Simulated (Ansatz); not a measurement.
C, 2 atoms in the cell. The typed cell holds 2 atoms: a = 2.522 Å, b = 2.522 Å, c = 2.522 Å, α = 60.00°, β = 60.00°, γ = 60.00°. This isn't the form of C at room conditions, which is graphite. The cell isn't the ideal one: all atoms moved at random, sigma 0.25 Å a component.

```yaml
Program: Ansatz 0.2.0
Task: single point
Functional: PBE
Potentials_or_basis: all-electron LAPW, scalar-relativistic
Cutoff: 743 eV (chosen from the basis error)
Basis_error_allowed: 0.001 eV/atom
k_mesh: 13 × 13 × 13
Occupations: fermi-dirac, width 0.05 eV
Spin: no spin polarisation
```

Potentials or basis: all-electron LAPW, scalar-relativistic.

Launch:

```sh
$ ansatz run input.yaml --threads 2 --pin off --max-ram 6144MiB --backend cpu --events-out ev --progress --plain --runs-dir out
```

Hardware: 2 threads of Arm Neoverse V1 (shared host).

Q: How long does it take, and how much memory?

A: It took 56 s on 2 threads of Arm Neoverse V1, with other jobs on the host, peak memory 1.4 GiB. Counts: scf iterations 6, plane waves 531, k points 1099, bands 10.
